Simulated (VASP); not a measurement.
Input of a VASP 6.6.1 run:

The input POSCAR:

```
TiSi2
1.0
    0.0000000000      4.1175163063      4.2628978354
    2.3895119538      0.0000000000      4.2628978354
    2.3895119538      4.1175163063      0.0000000000
Ti Si
2 4
Direct
    0.7500000000      0.7500000000      0.7500000000
    0.5000000000      0.5000000000      0.5000000000
    0.4125656100      0.0874343900      0.4125656100
    0.0874343900      0.4125656100      0.0874343900
    0.1625656100      0.8374343900      0.1625656100
    0.8374343900      0.1625656100      0.8374343900
```

INCAR.step1

```
ALGO = Normal
EDIFF = 1E-6
ENCUT = 520
GGA = RP
ISIF = 2
ISMEAR = -1
LASPH = True
LCHARG = True
LMAXMIX = 4
LREAL = False
LWAVE = False
NBANDS = 29
NELM = 60
PREC = Accurate
SIGMA = 0.05
```

KPOINTS.step1

```
k-points
0
Gamma
  7 7 7
```

The input INCAR.step2:

```
ALGO = Normal
EDIFF = 1E-6
ENCUT = 520
GGA = RP
ICHARG = 11
ISIF = 2
ISMEAR = 0
LASPH = True
LCHARG = False
LMAXMIX = 4
LREAL = False
LWAVE = False
NBANDS = 29
NELM = 60
PREC = Accurate
SIGMA = 0.05
```

File KPOINTS.step2:

```
path GYTZGXA1Y,TX1,XAZ,LG
15
line-mode
reciprocal
 0.0000000000  0.0000000000  0.0000000000  G
 0.5000000000  0.0000000000  0.5000000000  Y

 0.5000000000  0.0000000000  0.5000000000  Y
 1.0000000000  0.5000000000  0.5000000000  T

 1.0000000000  0.5000000000  0.5000000000  T
 0.5000000000  0.5000000000  0.0000000000  Z

 0.5000000000  0.5000000000  0.0000000000  Z
 0.0000000000  0.0000000000  0.0000000000  G

 0.0000000000  0.0000000000  0.0000000000  G
 0.0000000000  0.4127457158  0.4127457158  X

 0.0000000000  0.4127457158  0.4127457158  X
 0.5000000000  0.2443551471  0.7443551471  A1

 0.5000000000  0.2443551471  0.7443551471  A1
 0.5000000000  0.0000000000  0.5000000000  Y

 1.0000000000  0.5000000000  0.5000000000  T
 1.0000000000  0.5872542842  0.5872542842  X1

 0.0000000000  0.4127457158  0.4127457158  X
 0.5000000000  0.7556448529  0.2556448529  A

 0.5000000000  0.7556448529  0.2556448529  A
 0.5000000000  0.5000000000  0.0000000000  Z

 0.5000000000  0.5000000000  0.5000000000  L
 0.0000000000  0.0000000000  0.0000000000  G
```

Potentials or basis: VASP PAW PBE potentials, release 64 (Ti_sv, Si).

Command:

```console
$ cat potpaw_PBE.64/Ti_sv/POTCAR potpaw_PBE.64/Si/POTCAR > POTCAR
$ cp INCAR.step1 INCAR
$ cp KPOINTS.step1 KPOINTS
$ mpirun -np 1 vasp_std > vasp.out
$ cp INCAR.step2 INCAR
$ cp KPOINTS.step2 KPOINTS
$ mpirun -np 1 vasp_std > vasp.out
```

Predict the band gap along the path.

none (metal or under the smearing width).

Levels at the corners of the path, in eV from the Fermi level:
```tsv
point	band 17	band 18	band 19	band 20	band 21	band 22	band 23	band 24
Γ	-2.28	-2.09	-1.80	-1.37	-0.93	2.09	3.14	3.38
Y	-2.35	-2.35	-0.87	-0.87	1.28	1.28	3.33	3.33
Y	-2.35	-2.35	-0.87	-0.87	1.28	1.28	3.33	3.33
T	-1.12	-1.12	-0.66	-0.66	0.85	0.85	2.30	2.30
T	-1.12	-1.12	-0.66	-0.66	0.85	0.85	2.30	2.30
Z	-1.58	-1.58	-0.97	-0.97	0.75	0.75	3.23	3.23
Z	-1.58	-1.58	-0.97	-0.97	0.75	0.75	3.23	3.23
Γ	-2.28	-2.09	-1.80	-1.37	-0.93	2.09	3.14	3.38
Γ	-2.28	-2.09	-1.80	-1.37	-0.93	2.09	3.14	3.38
X	-1.35	-0.40	0.06	0.14	0.74	0.94	1.79	2.54
X	-1.35	-0.40	0.06	0.14	0.74	0.94	1.79	2.54
A1	-1.69	-1.69	-1.40	-1.40	1.41	1.41	2.17	2.17
A1	-1.69	-1.69	-1.40	-1.40	1.41	1.41	2.17	2.17
Y	-2.35	-2.35	-0.87	-0.87	1.28	1.28	3.33	3.33
T	-1.12	-1.12	-0.66	-0.66	0.85	0.85	2.30	2.30
X1	-1.35	-0.40	0.06	0.14	0.74	0.94	1.79	2.54
X	-1.35	-0.40	0.06	0.14	0.74	0.94	1.79	2.54
A	-1.69	-1.69	-1.40	-1.40	1.41	1.41	2.17	2.17
A	-1.69	-1.69	-1.40	-1.40	1.41	1.41	2.17	2.17
Z	-1.58	-1.58	-0.97	-0.97	0.75	0.75	3.23	3.23
L	-1.93	-1.05	-0.02	0.16	0.99	1.39	1.69	2.26
Γ	-2.28	-2.09	-1.80	-1.37	-0.93	2.09	3.14	3.38
```

Caveat: the log is that of the step along the path at fixed density, whose energy, stress, charges and moments have no meaning.
